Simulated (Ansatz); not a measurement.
# CoO (Fm-3m) in Ansatz: notebook

One crystal, CoO, is run at these levels: LDA, BLYP+D3(BJ); tasks: density of states, single point, equation of state.

Program: Ansatz 0.2.0. These are calculated values, not measurements. Logs are shortened: lines on timing, memory, paths and dates and some standing lists are left out, and cuts for length are marked.

**1. Starting point**

It takes space group Fm-3m (No. 225, cubic). Conventional cell: a = 4.263 Å, b = 4.263 Å, c = 4.263 Å, α = 90.00°, β = 90.00°, γ = 90.00°. Co (site symmetry m-3m) is surrounded by 6 O at 2.13 Å. Around O (site symmetry m-3m) lie 6 Co at 2.13 Å.

**2. Density of states, LDA, collinear spin, ferromagnetic start**

Input file input.yaml:

```yaml
crystal:
  lattice:
    - [0.0, 2.1315, 2.1315]
    - [2.1315, 0.0, 2.1315]
    - [2.1315, 2.1315, 0.0]
  atoms:
    - { symbol: Co, position: [0.0, 0.0, 0.0], spin: 2.0 }
    - { symbol: O, position: [0.5, 0.5, 0.5] }
hamiltonian:
  xc: lda
  pseudopotentials: { kind: paw }
magnetization:
  spin_polarized: true
kpoints:
  mp_grid: { grid: [11, 11, 11] }
scf:
  occupations: { method: fermi_dirac, width: 0.05 }
  n_extra_bands: 6
output:
  forces: true
  stress: true
  eigenvalues: true
  dos: { projected: false, de: 0.05, nscf_kmesh: { grid: [17, 17, 17] } }
```

Potentials or basis: Ansatz PAW.

On the command line:

```console
ansatz run input.yaml --threads 2 --pin off --max-ram 5120MiB --backend cpu --events-out ev --progress --plain --runs-dir out
```

What it wrote:

```text
Warning: RAYON_NUM_THREADS=2 ignored (pool sized by the plan → 2); use --threads N
scf.n_extra_bands = 6 over 12 filled bands (N_el = 23.0): the run solves 18 bands
Engine: ansatz 0.2.0, aarch64-unknown-linux-gnu
Pseudopotentials: kind: paw
Pseudopotential: Co, paw, valence charge 17, recommended cutoff 420 eV (normal), Co.paw.azcp
Pseudopotential: O, paw, valence charge 6, recommended cutoff 420 eV (normal), O.paw.azcp
Functional definition: SPW92
  exchange = slater_x
  correlation = pw_c
Crystal: 2 atoms, lattice volume = 19.368 Å³
Basis set: ecut = 420 eV, 339 PW (Γ)
Bands: 18, of which v1, the nominal top of the filled ones, is band 12 counted from 1 (11 counted from 0)
Symmetry: 48 space group operations
Space group: Fm-3m (ITA 225), of the structure as read, at distance tolerance 2.7e-5 Å
Magnetic group: BNS 225.116 (UNI 1618), of the structure as read, at distance tolerance 2.7e-5 Å
k-points: 56 of 1331
Non-local potential: Co, projectors of the file, l = 0: 3, l = 1: 2, l = 2: 3, l = 3: 1
Non-local potential: O, projectors of the file, l = 0: 2, l = 1: 2, l = 2: 1
PAW form: soft (Blöchl's): semilocal exchange-correlation on the pseudo side does not see the compensation charge
PAW frozen core: Co, regenerated for the run's functional, and the local potential with it (the file was generated under x = pbe(κ = 0.804, μ = 0.2195149727645171), c = pbe(β = 0.06672455060314922))
PAW frozen core: O, regenerated for the run's functional, and the local potential with it (the file was generated under x = pbe(κ = 0.804, μ = 0.2195149727645171), c = pbe(β = 0.06672455060314922))
PAW one-centre angular grid: Co, 590 points (default); XC on 64 Gauss nodes
PAW one-centre angular grid: O, 110 points (default); XC on 64 Gauss nodes
Initial density: superposition of atomic densities (chi_scale 0.1, normalization cell, long waves kept (reshape's long-wave potential 0.00 eV rms))
Starting moments: Σ|m| = 2 μB on 1 of 2 sites
Initial wavefunctions: pseudopotential atomic-orbital guess
Functional: x = slater, c = lda
SCF iter   1: F=—  HF=-5615.357926 eV  |F-HF|=—  |Δ(HF+E_count)|=         —  Δρ=1.18e-1 (↑9.77e-2 ↓1.18e-1)  dr2=6.89e0  dr2_m=6.16e-2  M=1.888 μB ∫|m|=1.888 μB  β_m=0.30  ethr=3.10e-3  ⟨swp⟩=5.8  Hψ=8798  notcnv=0
Mixer restart at iter 1: flushing history
preconditioner: auto → none  [metal: Δε(μ)=0.016 eV  Ē_g=14.592 eV  σ=0.050 eV  W_gap=0.08  n_scr=8 (ndim 8)  ℏωp=32.7 eV  f_vac=0.000  D(μ)=5.52/eV (n_scr^D=112)  sad-step TF]
SCF iter   2: F=—  HF=-5616.006031 eV  |F-HF|=—  |Δ(HF+E_count)|=   6.48e-1  Δρ=6.54e-2 (↑6.54e-2 ↓5.25e-2)  dr2=6.28e-1  dr2_m=4.39e-1  M=2.385 μB ∫|m|=2.386 μB  β_m=0.35  ethr=3.10e-3  ⟨swp⟩=3.3  Hψ=4899  notcnv=0  defer=110
SCF iter   3: F=—  HF=-5616.301573 eV  |F-HF|=—  |Δ(HF+E_count)|=   2.96e-1  Δρ=7.71e-2 (↑6.33e-2 ↓7.71e-2)  dr2=7.95e-2  dr2_m=8.22e-1  M=2.800 μB ∫|m|=2.802 μB  β_m=0.37  ethr=2.73e-3  ⟨swp⟩=2.0  Hψ=3433  notcnv=0  defer=109
SCF iter   4: F=—  HF=-5616.132725 eV  |F-HF|=—  |Δ(HF+E_count)|=         —  Δρ=3.12e-2 (↑1.32e-2 ↓3.12e-2)  dr2=1.00e-1  dr2_m=2.72e-2  M=2.618 μB ∫|m|=2.623 μB  β_m=0.67  ethr=3.46e-4  ⟨swp⟩=2.6  Hψ=3912  notcnv=0  defer=110
Mixer restart at iter 4: flushing history
SCF iter   5: F=—  HF=-5616.221900 eV  |F-HF|=—  |Δ(HF+E_count)|=   8.92e-2  Δρ=3.67e-2 (↑3.67e-2 ↓1.56e-2)  dr2=9.69e-2  dr2_m=1.07e-1  M=2.827 μB ∫|m|=2.834 μB  β_m=0.65  ethr=3.46e-4  ⟨swp⟩=2.3  Hψ=4545  notcnv=0  defer=109
SCF iter   6: F=—  HF=-5616.265940 eV  |F-HF|=—  |Δ(HF+E_count)|=   4.40e-2  Δρ=2.08e-2 (↑1.58e-2 ↓2.08e-2)  dr2=2.83e-2  dr2_m=5.36e-2  M=2.867 μB ∫|m|=2.875 μB  β_m=0.75  ethr=3.46e-4  ⟨swp⟩=2.0  Hψ=3471  notcnv=0  defer=109
SCF iter   7: F=—  HF=-5616.316679 eV  |F-HF|=—  |Δ(HF+E_count)|=   5.07e-2  Δρ=1.67e-2 (↑1.54e-2 ↓1.67e-2)  dr2=1.15e-1  dr2_m=9.43e-4  M=2.818 μB ∫|m|=2.827 μB  β_m=0.63  ethr=1.23e-4  ⟨swp⟩=3.0  Hψ=4570  notcnv=0  defer=109
SCF iter   8: F=—  HF=-5616.287546 eV  |F-HF|=—  |Δ(HF+E_count)|=   2.91e-2  Δρ=3.68e-3 (↑3.24e-3 ↓3.68e-3)  dr2=1.98e-3  dr2_m=1.67e-3  M=2.889 μB ∫|m|=2.900 μB  β_m=0.62  ethr=1.23e-4  ⟨swp⟩=2.5  Hψ=4472  notcnv=0  defer=112
SCF iter   9: F=—  HF=-5616.287263 eV  |F-HF|=—  |Δ(HF+E_count)|=   2.83e-4  Δρ=6.84e-4 (↑6.84e-4 ↓2.58e-4)  dr2=1.47e-5  dr2_m=3.60e-5  M=2.884 μB ∫|m|=2.895 μB  β_m=0.81  ethr=8.62e-6  ⟨swp⟩=1.8  Hψ=2974  notcnv=0  defer=112
SCF iter  10: F=—  HF=-5616.287293 eV  |F-HF|=—  |Δ(HF+E_count)|=   2.99e-5  Δρ=2.61e-4 (↑2.05e-4 ↓2.61e-4)  dr2=3.09e-6  dr2_m=9.01e-6  M=2.884 μB ∫|m|=2.895 μB  β_m=0.78  ethr=6.39e-8  ⟨swp⟩=2.0  Hψ=3336  notcnv=0  defer=112
SCF iter  11: F=—  HF=-5616.287296 eV  |F-HF|=—  |Δ(HF+E_count)|=   2.92e-6  Δρ=8.43e-5 (↑6.40e-5 ↓8.43e-5)  dr2=5.11e-7  dr2_m=8.68e-7  M=2.884 μB ∫|m|=2.895 μB  β_m=0.89  ethr=1.34e-8  ⟨swp⟩=2.2  Hψ=2593  notcnv=0  defer=112
SCF iter  12: F=—  HF=-5616.287296 eV  |F-HF|=—  |Δ(HF+E_count)|=   2.63e-7  Δρ=1.18e-5 (↑1.08e-5 ↓1.18e-5)  dr2=4.90e-9  dr2_m=2.15e-8  M=2.884 μB ∫|m|=2.895 μB  β_m=0.84  ethr=2.22e-9  ⟨swp⟩=2.1  Hψ=2714  notcnv=0  defer=112
SCF iter  13: F=-5616.287296 eV  HF=-5616.287296 eV  |F-HF|=1.87e-9  |Δ(HF+E_count)|=   1.89e-9  Δρ=4.23e-6 (↑2.18e-6 ↓4.23e-6)  dr2=2.23e-9  dr2_m=1.44e-9  M=2.884 μB ∫|m|=2.895 μB  ethr=2.13e-11  ⟨swp⟩=7.0  Hψ=7778  notcnv=0
SCF 1 converged in 13 iterations: F = -5616.287296 eV  dr2 = 2.23e-9
NSCF: frozen V_eff on 165 k-points
SCF converged after 13 iterations
Magnetization: 2.8839 μB (12.9420 up, 10.0580 down)
Absolute magnetization: 2.8947 μB (∫|ρ↑−ρ↓|, with the PAW one-centre terms)
Spin contamination: 0.0078 ħ² per cell (⟨S²⟩ above its minimum at these occupations)
Per-site moments (μB) at R_I (Å): [(2.425279067915125, 0.87924375), (0.340376247839953, 0.87924375)]
Free energy (F): -5616.287296 eV
Harris-Foulkes:  -5616.287296 eV  (|F-HF|=1.87e-9)
Internal energy: -5616.254174 eV  (E = F + TS)
E sigma→0 (E₀):  -5616.270735 eV
Entropy (-TS):   -0.033122 eV (-16.561 meV/atom)
Fermi energy:    13.510105 eV
--- Per-component energies (eV) ---
  E_band       = -310.721155
  E_kinetic    = 616.010493
  E_local      = -3439.970898  (includes V_loc(G=0)·N_el)
  E_nonlocal   = 519.980383
  E_hartree    = 1406.825112
  E_xc         = -225.514054
  E_vxc        = -291.826629  (∫ρ·V_xc dr)
  E_paw        = -1602.037814  (= ΣΔE_a)
  E_vpaw       = -528.568923  (= ΣTr[D̂ρ^β])
  E_aug_tail   = 0.002497  (compensation charges beyond the density's cutoff)
  E_ewald      = -2892.065066
  E_core_change = 0.515172  (= ΣΔE_core)
  E_smearing   = -0.033122  (= −TS)
  E_closure    = 0.000000  (closes the sum)
  Σ components = -5616.287296   (vs F -5616.287296, Δ=0.00e0)
--- Forces (eV/Å), atoms counted from 1 ---
  atom   1  Co    -0.00000000     0.00000000     0.00000000
  atom   2  O      0.00000000    -0.00000000     0.00000000
  max |Σ_I F_I| component: 1.59e-29 eV/Å
--- Stress (GPa, compression-positive) ---
      -19.204267      -0.000000       0.000000
       -0.000000     -19.204267       0.000000
        0.000000      -0.000000     -19.204267
  P = ⅓ Tr σ = -19.2043 GPa (-192.043 kbar)
--- Band table (eV; the first three rows and the last of 112) ---
  k-point 0 ↑: bands = ["-82.5120", "-46.1691", "-46.1691", "-46.1691", "-6.6306", "10.1590", "10.1590", "10.1590", "10.3903", "10.3903", "10.3903", "10.3935", "10.3935", "14.2954", "29.9754", "31.2666", "31.2666", "31.2666"]
  k-point 1 ↑: bands = ["-82.5118", "-46.1722", "-46.1695", "-46.1695", "-6.5420", "9.3251", "9.4280", "9.4280", "10.4472", "10.4472", "10.6954", "11.1573", "11.1573", "14.8648", "28.3552", "30.9421", "30.9421", "31.9361"]
  k-point 2 ↑: bands = ["-82.5110", "-46.1805", "-46.1707", "-46.1707", "-6.2945", "8.0473", "8.6863", "8.6863", "10.6020", "10.6020", "10.9192", "11.9943", "11.9943", "16.0417", "26.1697", "29.8005", "29.8005", "32.3154"]
  k-point 55 ↓: bands = ["-79.6463", "-43.4211", "-43.4190", "-43.4069", "-4.6103", "7.6323", "7.6792", "8.4468", "12.9904", "13.2634", "13.6961", "14.0282", "14.7563", "22.0584", "23.6089", "23.6955", "26.8448", "33.9542"]
```

Wall time 3.9 s (2 threads of Arm Neoverse V1, shared host); peak memory 0.3 GiB.

What came out:

* Free energy: -5616.2873 eV
* Pressure: -19.2 GPa
* Band gap on the k mesh: none (metal or under the smearing width)
* Net moment: 2.88 μB per cell
* Absolute moment: 2.89 μB per cell
* Site moments: Co +2.43; O +0.34 μB
* Density of states at the Fermi level: 3.64 states/eV per cell

States per cell in windows of 1 eV (zero at the Fermi level; states under -8 eV left out):
```
from (eV)    up  down
     -8.0  0.69  0.18
     -7.0  0.77  0.70
     -6.0  1.21  0.59
     -5.0  0.26  1.32
     -4.0  0.38  0.20
     -3.0  2.73  0.02
     -2.0  1.18  0.36
     -1.0  0.71  1.84
      0.0  0.01  1.77
      1.0  0.01  0.85
      2.0  0.03  0.19
      3.0  0.06  0.04
      4.0  0.14  0.08
      5.0  0.27  0.18
      6.0  0.29  0.29
      7.0  0.19  0.26
```

Caveat: so large a pressure means that the cell lies far from this level's equilibrium, or that cutoff or potentials fall short; the pressure holds a Pulay correction of +1.0 GPa for the finite cutoff; a cell with one magnetic atom can't hold antiferromagnetic order, which such compounds often take; semilocal functionals often make such compounds metallic where correlation or magnetic order opens a gap, which also shifts bond lengths; the PAW data sets come from PBE, with cores solved anew for the run's functional, which leaves a small shift of forces and pressure. With open d or f shells a metallic result of LDA can be an artefact of self-interaction; +U or a hybrid may open a gap.

(Continued in part 2 of 2.)
